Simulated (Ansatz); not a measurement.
**Preparing Si3N4 (P6_3/m) as a host crystal**

Before any defect goes in: Si3N4 (P6_3/m) at rest, and how it screens a charge.

Program: Ansatz 0.2.0. Level of theory: plane-wave PAW DFT, PBEsol; relaxation of the host's cell and atoms; PAW set soft_1, in the first sound run; inputs show where later runs differ. Results are calculated unless marked as measured.

## 1. The structure

Symmetry: P6_3/m, No. 176, hexagonal system. Conventional cell: a = 7.605 Å, b = 7.605 Å, c = 2.905 Å, α = 90.00°, β = 90.00°, γ = 120.00°. Nearest to Si lie 4 N at 1.73 to 1.74 Å. Nearest to N lie 3 Si at 1.73 Å. Nearest to N lie 3 Si at 1.73 to 1.74 Å. Farther neighbours and most contacts between anions are not listed.

As a file:

```
Si N
1.0
     7.60454    0.00000    0.00000
    -3.80227    6.58573    0.00000
     0.00000    0.00000    2.90520
Si N
6 8
Direct
  0.23108 0.82495 0.75000
  0.40614 0.23108 0.25000
  0.82495 0.59386 0.25000
  0.17505 0.40614 0.75000
  0.59386 0.76892 0.75000
  0.76892 0.17505 0.25000
  0.33333 0.66667 0.75000
  0.66667 0.33333 0.25000
  0.96919 0.66985 0.75000
  0.29934 0.96919 0.25000
  0.66985 0.70066 0.25000
  0.33015 0.29934 0.75000
  0.03081 0.33015 0.25000
  0.70066 0.03081 0.75000
```

## 2. Host cell relaxation

Lattice and positions are set free, within the symmetry that the program keeps.

The input, cell/input.yaml:

```yaml
crystal:
  lattice:
    - [7.6045444, 0.0, 0.0]
    - [-3.8022722, 6.5857287, 0.0]
    - [0.0, 0.0, 2.9051991]
  atoms:
    - { symbol: Si, position: [0.23108243, 0.82494615, 0.75] }
    - { symbol: Si, position: [0.40613628, 0.23108243, 0.25] }
    - { symbol: Si, position: [0.82494615, 0.59386372, 0.25] }
    - { symbol: Si, position: [0.17505385, 0.40613628, 0.75] }
    - { symbol: Si, position: [0.59386372, 0.76891757, 0.75] }
    - { symbol: Si, position: [0.76891757, 0.17505385, 0.25] }
    - { symbol: "N", position: [0.33333333, 0.66666667, 0.75] }
    - { symbol: "N", position: [0.66666667, 0.33333333, 0.25] }
    - { symbol: "N", position: [0.96919449, 0.6698534, 0.75] }
    - { symbol: "N", position: [0.29934109, 0.96919449, 0.25] }
    - { symbol: "N", position: [0.6698534, 0.70065891, 0.25] }
    - { symbol: "N", position: [0.3301466, 0.29934109, 0.75] }
    - { symbol: "N", position: [0.03080551, 0.3301466, 0.25] }
    - { symbol: "N", position: [0.70065891, 0.03080551, 0.75] }
basis:
  ecutwfc: 420
  xc_grid: 2
hamiltonian:
  xc: pbesol
  pseudopotentials: { kind: paw, azcp: { folder: soft_1 }, xc_functional: pbe }
kpoints:
  mp_grid: { grid: [4, 4, 10] }
scf:
  occupations: { method: fixed }
  max_iter: 100
relax:
  f_tol: 0.005
  max_steps: 60
  cell: {}
output:
  forces: true
  stress: true
checkpoint:
  write: "../cell.run"
  compress: false
  write_wavefunctions: false
  write_every: 100000
```

Command:

```console
> ansatz run input.yaml --threads 32 --pin off --max-ram 84787MiB --backend cuda --events-out ev --progress --plain --runs-dir out --max-vram 78GiB
```

Numbers of over 12 decimals in the logs are rounded to 6 here.

What it wrote:

```text
[... repeated set-up lines and file paths are left out, and long positions are rounded to six places ...]
Engine: ansatz 0.2.0, aarch64-unknown-linux-gnu
Pseudopotentials: kind: paw
Pseudopotential: Si, paw, valence charge 4, recommended cutoff 420 eV (normal), soft_1/Si.paw.azcp
Pseudopotential: N, paw, valence charge 5, recommended cutoff 420 eV (normal), soft_1/N.paw.azcp
Functional definition: PBEsol
  exchange = pbesol_x
  correlation = pbesol_c
[...]
Crystal: 14 atoms, lattice volume = 145.497 Å³
Basis set: ecut = 420 eV, 2823 PW (Γ), exchange–correlation on 108×108×40 points (8 copies of the dense FFT grid, shifted against one another)
Bands: 46, of which v1, the nominal top of the filled ones, is band 32 counted from 1 (31 counted from 0)
Symmetry: 12 space group operations
Space group: P63/m (ITA 176), of the structure as read, at distance tolerance 5.3e-5 Å
k-points: 24 of 160
Non-local potential: Si, projectors of the file, l = 0: 2, l = 1: 2, l = 2: 1
Non-local potential: N, projectors of the file, l = 0: 2, l = 1: 2, l = 2: 1
PAW form: soft (Blöchl's): semilocal exchange-correlation on the pseudo side does not see the compensation charge
PAW frozen core: Si, regenerated for the run's functional, and the local potential with it (the file was generated under x = pbe(κ = 0.804, μ = 0.219515), c = pbe(β = 0.066725))
PAW frozen core: N, regenerated for the run's functional, and the local potential with it (the file was generated under x = pbe(κ = 0.804, μ = 0.219515), c = pbe(β = 0.066725))
PAW one-centre angular grid: Si, 110 points (default); XC on 64 Gauss nodes
PAW one-centre angular grid: N, 110 points (default); XC on 64 Gauss nodes
Initial density: superposition of atomic densities (chi_scale 0.1, normalization cell, long waves kept (reshape's long-wave potential 0.01 eV rms))
Initial wavefunctions: pseudopotential atomic-orbital guess
[...]
Functional: x = pbesol(κ = 0.804, μ = 0.123457), c = pbesol(β = 0.046)
SCF iter   1: F=—  HF=-6784.548045 eV  |Δ(HF+E_count)|=         —  Δρ=1.49e-1  dr2=3.37e1  Hψ=4533
preconditioner: auto → Resta (q_TF=auto, 2.379 Å⁻¹)  ε∞=3.5  [insulator: Δε(μ)=5.926 eV  Ē_g=15.452 eV  n_scr=32 (ndim 8)  ℏωp=24.6 eV  f_vac=0.009  ε∞_Penn≈3.5]
SCF iter   2: F=—  HF=-6774.241996 eV  |Δ(HF+E_count)|=    1.03e1  Δρ=4.86e-2  dr2=1.98e0  Hψ=2830
SCF iter   3: F=—  HF=-6773.872337 eV  |Δ(HF+E_count)|=   3.70e-1  Δρ=2.37e-2  dr2=4.50e-1  Hψ=1104
automatic band count: iteration 3 solves 38 bands in place of 46: the levels show a gap, and the empty bands left out lie too high to hold charge; the band table lists the bands solved (type scf.n_extra_bands for more)
[...]
automatic band count: iteration 4 solves 37 bands in place of 38: the levels show a gap, and the empty bands left out lie too high to hold charge; the band table lists the bands solved (type scf.n_extra_bands for more)
[...]
SCF 1 converged in 9 iterations: F = -6773.809906 eV  dr2 = 1.21e-8
  greatest PAW one-centre occupation: 0.791 electrons in one spin orbital (limit 2), on the N atom at site 7 (counted from 0), in its partial waves of l = 0
relax step   1: F+E_penalty+E_count = -6773.80990614 eV  Δ(F+E_penalty+E_count) = +0.000e0 eV  max|allowed force component| = 5.151e-2 eV/Å  Δτ_max = 0.0000 Å  P = +1.943 GPa  Ω = 145.497 Å³  (9 SCF iters, dr2 threshold 1.00e-7 eV, accepted)
[... the SCF cycles and remarks between the steps are left out from here to the last step ...]
relax step   2: F+E_penalty+E_count = -6773.81504326 eV  Δ(F+E_penalty+E_count) = -5.137e-3 eV  max|allowed force component| = 3.928e-2 eV/Å  Δτ_max = 0.0040 Å  P = +0.982 GPa  Ω = 145.998 Å³  energy of the carried Pulay correction = -8.428e-4 eV  (5 SCF iters, dr2 threshold 1.40e-6 eV, accepted)
relax step   3: F+E_penalty+E_count = -6773.81642139 eV  Δ(F+E_penalty+E_count) = -1.378e-3 eV  max|allowed force component| = 1.267e-2 eV/Å  Δτ_max = 0.0047 Å  P = -0.008 GPa  Ω = 146.522 Å³  energy of the carried Pulay correction = -1.722e-3 eV  (5 SCF iters, dr2 threshold 1.40e-6 eV, accepted)
relax step   4: F+E_penalty+E_count = -6773.81645109 eV  Δ(F+E_penalty+E_count) = -2.970e-5 eV  max|allowed force component| = 5.990e-3 eV/Å  Δτ_max = 0.0011 Å  P = -0.005 GPa  Ω = 146.513 Å³  energy of the carried Pulay correction = -1.705e-3 eV  (5 SCF iters, dr2 threshold 1.00e-8 eV, accepted)
relax step   5: F+E_penalty+E_count = -6773.81645751 eV  Δ(F+E_penalty+E_count) = -6.428e-6 eV  max|allowed force component| = 2.485e-3 eV/Å  Δτ_max = 0.0004 Å  P = -0.002 GPa  Ω = 146.514 Å³  energy of the carried Pulay correction = -1.708e-3 eV  (5 SCF iters, dr2 threshold 2.24e-9 eV, accepted)
[...]
iter 1 solved again at ethr=5.79e-8 eV; its pass at ethr=3.10e-3 eV (dr2=3.71e-5 eV) is discarded
SCF iter   1: F=—  HF=-6773.818312 eV  |Δ(HF+E_count)|=         —  Δρ=8.94e-5  dr2=3.88e-7  Hψ=7750
[...]
SCF iter   2: F=—  HF=-6773.818253 eV  |Δ(HF+E_count)|=   5.87e-5  Δρ=4.51e-5  dr2=9.63e-8  Hψ=1680
SCF iter   3: F=—  HF=-6773.818275 eV  |Δ(HF+E_count)|=   2.16e-5  Δρ=6.02e-6  dr2=5.80e-9  Hψ=1601
SCF iter   4: F=-6773.818275 eV  HF=-6773.818275 eV  |Δ(HF+E_count)|=   3.31e-7  Δρ=3.71e-7  dr2=1.28e-10  Hψ=8437
SCF 6 converged in 4 iterations: F = -6773.818275 eV  dr2 = 1.28e-10
relax step   6: F+E_penalty+E_count = -6773.81827509 eV  Δ(F+E_penalty+E_count) = -1.818e-3 eV  max|allowed force component| = 2.467e-3 eV/Å  Δτ_max = 0.0000 Å  P = +0.020 GPa  Ω = 146.514 Å³  stress off target by 2.32e-2 GPa  SCF on the basis re-selected at this cell (its energy is not comparable with the rows above)  (4 SCF iters)
basis re-selected at this cell: Δ(F+E_penalty+E_count) = -1.818e-3 eV, ΔP = +0.022 GPa vs the last step (what re-selecting the basis moved, of the pressure what is left beyond the Pulay correction that the steps carried, after the strain that the cell walked [...]
SCF converged after 4 iterations
Free energy (F): -6773.818275 eV
Harris-Foulkes:  -6773.818275 eV  (|F-HF|=2.84e-10)
Internal energy: -6773.818275 eV  (E = F + TS)
E sigma→0 (E₀):  -6773.818275 eV
Fermi energy:    8.111579 eV
--- Per-component energies (eV) ---
  E_band       = 53.390545
  E_kinetic    = 1327.887674
  E_local      = -2027.523382  (includes V_loc(G=0)·N_el)
  E_nonlocal   = 407.838472
  E_hartree    = 713.139831
  E_xc         = -819.336435
  E_vxc        = -903.532931  (∫ρ·V_xc dr)
  E_paw        = -3977.230283  (= ΣΔE_a)
  E_vpaw       = -177.566213  (= ΣTr[D̂ρ^β])
  E_aug_tail   = 0.007170  (compensation charges beyond the density's cutoff)
  E_ewald      = -2399.015477
  E_core_change = 0.414155  (= ΣΔE_core)
  E_smearing   = -0.000000  (= −TS)
  E_closure    = -0.000000  (closes the sum)
  Σ components = -6773.818275   (vs F -6773.818275, Δ=0.00e0)
--- Forces (eV/Å), atoms counted from 1 ---
  atom   1  Si    -0.00209862     0.00129921     0.00000000
  atom   2  Si    -0.00217445    -0.00116785     0.00000000
  atom   3  Si     0.00007584     0.00246706     0.00000000
  atom   4  Si    -0.00007584    -0.00246706     0.00000000
  atom   5  Si     0.00217445     0.00116785     0.00000000
  atom   6  Si     0.00209862    -0.00129921     0.00000000
  [... 8 more lines of this table ...]
  max |Σ_I F_I| component: 2.82e-18 eV/Å
--- Stress (GPa, compression-positive) ---
        0.018658       0.000001       0.000000
       -0.000001       0.018658       0.000000
        0.000000       0.000000       0.023197
  P = ⅓ Tr σ = 0.0202 GPa (0.202 kbar)
--- Band table (eV; the first three rows and the last of 24) ---
  k-point 0: bands = ["-10.0474", "-8.5703", "-8.5703", "-7.9519", "-7.8076", "-7.8076", "-6.5523", "-6.2332", "0.0258", "0.0258", "0.1154", [... rest cut ...]
  k-point 1: bands = ["-9.9266", "-8.4612", "-8.4612", "-7.8667", "-7.7127", "-7.7127", "-6.5029", "-6.2131", "0.0460", "0.0460", "0.1935", [... rest cut ...]
--- Relaxed structure (5 steps of the walk, 5 accepted, 1 SCFs on fresh bases) ---
  F+E_penalty+E_count = -6773.81827509 eV   max|allowed force component| = 2.467e-3 eV/Å   (the final SCF, on the basis selected at the relaxed cell)
  cell:  # Å, volume = 146.5142 Å³
    - [7.624456, -4.638241545398294e-19, 0.0]
    - [-3.812228, 6.602972, 0.0]
    - [0.0, 0.0, 2.910256]
  atoms:
    - { symbol: Si, position: [0.232446, 0.826056, 0.750000] }
    - { symbol: Si, position: [0.406390, 0.232446, 0.25] }
    - { symbol: Si, position: [0.826056, 0.593610, 0.25] }
    - { symbol: Si, position: [0.173944, 0.406390, 0.750000] }
    - { symbol: Si, position: [0.593610, 0.767554, 0.750000] }
    - { symbol: Si, position: [0.767554, 0.173944, 0.25] }
  [... 8 more lines of this table ...]
```

Elapsed: 3.1 s, on 1 × NVIDIA GB200 with 32 threads of Arm Neoverse V2, shared host; peak memory 1.1 GiB; 10 s of CPU time.

The steps of the relaxation:

```
step  energy less that of the first step (eV)  largest force component (eV/Å)  pressure (GPa)  volume (Å³)
   1                                   0.0000                          0.0515            1.94       145.50
   2                                  -0.0051                          0.0393            0.98       146.00
   3                                  -0.0065                          0.0127           -0.01       146.52
   4                                  -0.0065                          0.0060           -0.01       146.51
   5                                  -0.0066                          0.0025            0.00       146.51
  6*                                  -0.0084                          0.0025            0.02       146.51
```

Relaxation steps marked * repeat the geometry before them on a plane-wave basis chosen anew for their cell, so energy and pressure can jump there.

Forces are held to the 12 operations that the run works with; a distortion that breaks them can't arise in this run.

```
conventional cell, symmetrised  before  after  change
                         a (Å)   7.605  7.624  +0.3 %
                         b (Å)   7.605  7.624  +0.3 %
                         c (Å)   2.905  2.910  +0.2 %
              volume (Å³/atom)   10.39  10.47  +0.7 %
```

The relaxed structure:

```xyz
14
Lattice="7.6245 0.0000 0.0000 -3.8122 6.6030 0.0000 0.0000 0.0000 2.9103" Properties=species:S:1:pos:R:3 pbc="T T T"
Si   -1.3768    5.4545    2.1827
Si    2.2124    1.5349    0.7276
Si    4.0353    3.9196    0.7276
Si   -0.2231    2.6834    2.1827
Si    1.5999    5.0681    2.1827
Si    5.1891    1.1485    0.7276
N     0.0000    4.4020    2.1827
N     3.8123    2.2010    0.7276
N     4.8445    4.4239    2.1827
N    -1.4090    6.4074    0.7276
N     2.4412    4.6195    0.7276
N     1.3710    1.9835    2.1827
N    -1.0322    2.1790    0.7276
N     5.2212    0.1956    2.1827
```

This step gave:

```
pressure : 0.02017 GPa
```

The relaxation ends with a largest force component of 0.0025 eV/Å and a pressure of 0.02 GPa.

## 3. Dielectric tensors of the host

The response to a uniform electric field gives the electronic dielectric tensor.

This step: plane-wave PAW DFPT, PBEsol; dielectric tensors, Born charges and zone-centre modes of the host; PAW set soft_1 (Ansatz 0.2.0).

The input, eps/input.yaml:

```yaml
crystal:
  lattice:
    - [7.62445581, 0.0, 0.0]
    - [-3.812227905, 6.6029724215, 0.0]
    - [0.0, 0.0, 2.9102563488]
  atoms:
    - { symbol: Si, position: [0.232445565, 0.8260559962, 0.75] }
    - { symbol: Si, position: [0.4063895688, 0.232445565, 0.25] }
    - { symbol: Si, position: [0.8260559962, 0.5936104312, 0.25] }
    - { symbol: Si, position: [0.1739440038, 0.4063895688, 0.75] }
    - { symbol: Si, position: [0.5936104312, 0.767554435, 0.75] }
    - { symbol: Si, position: [0.767554435, 0.1739440038, 0.25] }
    - { symbol: "N", position: [0.3333333333, 0.6666666667, 0.75] }
    - { symbol: "N", position: [0.6666666667, 0.3333333333, 0.25] }
    - { symbol: "N", position: [0.9703841729, 0.6699911592, 0.75] }
    - { symbol: "N", position: [0.3003930137, 0.9703841729, 0.25] }
    - { symbol: "N", position: [0.6699911592, 0.6996069863, 0.25] }
    - { symbol: "N", position: [0.3300088408, 0.3003930137, 0.75] }
    - { symbol: "N", position: [0.0296158271, 0.3300088408, 0.25] }
    - { symbol: "N", position: [0.6996069863, 0.0296158271, 0.75] }
basis:
  ecutwfc: 420
hamiltonian:
  xc: pbesol
  pseudopotentials: { kind: paw, azcp: { folder: soft_1 }, xc_functional: pbe }
kpoints:
  mp_grid: { grid: [4, 4, 8] }
scf:
  occupations: { method: fixed }
  max_iter: 100
phonons:
  method: dfpt
  dielectric: true
  rigid_motions: translations
```

What it wrote:

```text
[...]
Crystal: 14 atoms, lattice volume = 146.514 Å³
Basis set: ecut = 420 eV, 2859 PW (Γ), exchange–correlation on 108×108×40 points (8 copies of the dense FFT grid, shifted against one another)
Bands: 46, of which v1, the nominal top of the filled ones, is band 32 counted from 1 (31 counted from 0)
Symmetry: 12 space group operations
k-points: 68 of 128 (irreducible under 1 space group operation, time reversal used)
[...]
SCF iter   1: F=—  HF=-6784.394880 eV  |Δ(HF+E_count)|=         —  Δρ=1.47e-1  dr2=3.34e1  Hψ=12607
[...]
SCF iter   2: F=—  HF=-6774.236866 eV  |Δ(HF+E_count)|=    1.02e1  Δρ=4.83e-2  dr2=1.94e0  Hψ=8428
[...]
SCF iter  11: F=-6773.818103 eV  HF=-6773.818103 eV  |Δ(HF+E_count)|=  1.79e-10  Δρ=8.81e-8  dr2=9.72e-12  Hψ=25642
SCF 1 converged in 11 iterations: F = -6773.818103 eV  dr2 = 9.72e-12
[...]
the response reads at least the filled bands of the reference SCF and the lowest empty band at each k-point, and that SCF's band table does not vouch for those bands. The notice of the band table in this run's record says why
[...]
NSCF: frozen V_eff on 1 k-points
[...]
NSCF: frozen V_eff on 20 k-points, pencils in batches of 32, up to order 184
[...]
DFPT response loops at q = (0, 0, 0) (fractional): preconditioner auto → Resta (q_TF=auto, 2.377 Å⁻¹)  ε∞=3.8 (no band partly filled); β = 1.00, the filter's whole step (`scf.mixing.beta` (0.50) is not read by the response loops at its default; [...]
[...]
DFPT response loops at Γ: preconditioner auto → Resta (q_TF=auto, 2.377 Å⁻¹)  ε∞=3.8 (no band partly filled); β = 1.00, the filter's whole step (`scf.mixing.beta` (0.50) is not read by the response loops at its default; [...]
── the response to a field inside a basis, on 4×4×8 k-points: an SCF that follows is theirs, and a resumed run solves both again ──
[...]
Bands: 33, of which v1, the nominal top of the filled ones, is band 32 counted from 1 (31 counted from 0)
k-points: 32 of 128 (irreducible under 4 space group operations)
[...]
Eigensolver: Dense (32 Hₖ)
SCF iter   1: F=—  HF=-6773.499624 eV  |Δ(HF+E_count)|=         —  Δρ=5.37e-4  dr2=1.39e-4
[...]
SCF 1 converged in 5 iterations: F = -6773.499704 eV  dr2 = 5.43e-8
[...]
SCF converged after 11 iterations
[...]
0.06223   -3.17079    0.00000
         0.00000    0.00000   -2.82982
  Z* charge neutrality: 2.481e-2 e pre-enforcement
  solved inside a basis spanned on kpoints, on 4×4×8 k-points, its susceptibility summed on 6×6×12: ε∞ is read to err by 2.7e-2, Z* by 2.0e-2 e (field_mesh: kpoints solves on kpoints); Z* is corrected for what the basis lacks
  optical modes at Γ without the LO–TO term, one row a degenerate level:
      ω (cm⁻¹)  modes    IR ((D/Å)²/amu)
        174.04      2             0.0000
        195.03      1             0.0000
        216.43      2             0.0000
        234.72      1             0.0000
        258.48      1             0.0000
        292.82      2             0.0000
        348.08      1             8.7250
        386.54      1             0.0000
        406.14      2            28.0050
        428.63      2             0.0000
        441.85      1             0.0000
        540.01      1             0.0000
        548.86      2            19.1327
        601.08      2             0.0000
        638.74      1             0.0000
        708.00      1             0.0000
        841.10      1           137.3731
        850.83      2             0.0000
        854.56      2             0.0000
        868.54      1             0.0000
        879.18      2           236.2456
        911.03      2             0.0000
        921.56      1             0.0000
       1009.88      2            10.1059
       1020.93      2             0.0000
       1040.60      1             0.0000
  optical modes at Γ + LO–TO along q̂ = [1.0000, 0.0000, 0.0000]:
      ω (cm⁻¹)  modes    IR ((D/Å)²/amu)
        174.04      2             0.0000
        195.03      1             0.0000
        216.43      2             0.0000
        234.72      1             0.0000
        258.48      1             0.0000
        292.82      2             0.0000
        348.08      1             8.7250
        386.54      1             0.0000
        406.14      1            14.0025
        428.63      2             0.0000
        434.46      1             3.3684
        441.85      1             0.0000
[...]
optical modes at Γ + LO–TO along q̂ = [0.0000, 1.0000, 0.0000]:
      ω (cm⁻¹)  modes    IR ((D/Å)²/amu)
[...]
optical modes at Γ + LO–TO along q̂ = [0.0000, 0.0000, 1.0000]:
      ω (cm⁻¹)  modes    IR ((D/Å)²/amu)
[...]
638.74      1             0.0000
        708.00      1             0.0000
        850.83      2             0.0000
        854.56      2             0.0000
        868.54      1             0.0000
        879.18      2           236.2456
        911.03      2             0.0000
        921.56      1             0.0000
       1009.88      2            10.1059
       1020.93      2             0.0000
       1040.60      1             0.0000
       1085.29      1           143.4456
```

Elapsed: 12 s, on 1 × NVIDIA GB200 with 32 threads; peak memory 2.6 GiB.

The column dr2 measures how far the density is from self-consistency, as an energy; F and HF (Harris–Foulkes) agree once it is small.

Electronic dielectric tensor:

```
4.29 0.00 0.00
0.00 4.29 0.00
0.00 0.00 4.37
```

Static dielectric tensor:

```
8.29 0.00 0.00
0.00 8.29 0.00
0.00 0.00 8.25
```

The principal values of the electronic dielectric tensor are 4.29, 4.29 and 4.37. The principal values of the static dielectric tensor are 8.25, 8.29 and 8.29.

(Part 1 of 4 ends here.)

[Logs are printed without paths, hosts, clocks, repeated set-up lines and the standing remarks that a program may print on its own settings, such as how far it seeks lower states.]

[Hosts, paths, dates, database ids (printed as entryN), source tags and the programs' standing remarks are cut or masked in the printed files.]

[Runs of the host that timed out are not shown.]

[For some hosts the program warned that the k-mesh of the response run may be too coarse for force constants and the static dielectric constant; such warnings are not always shown.]
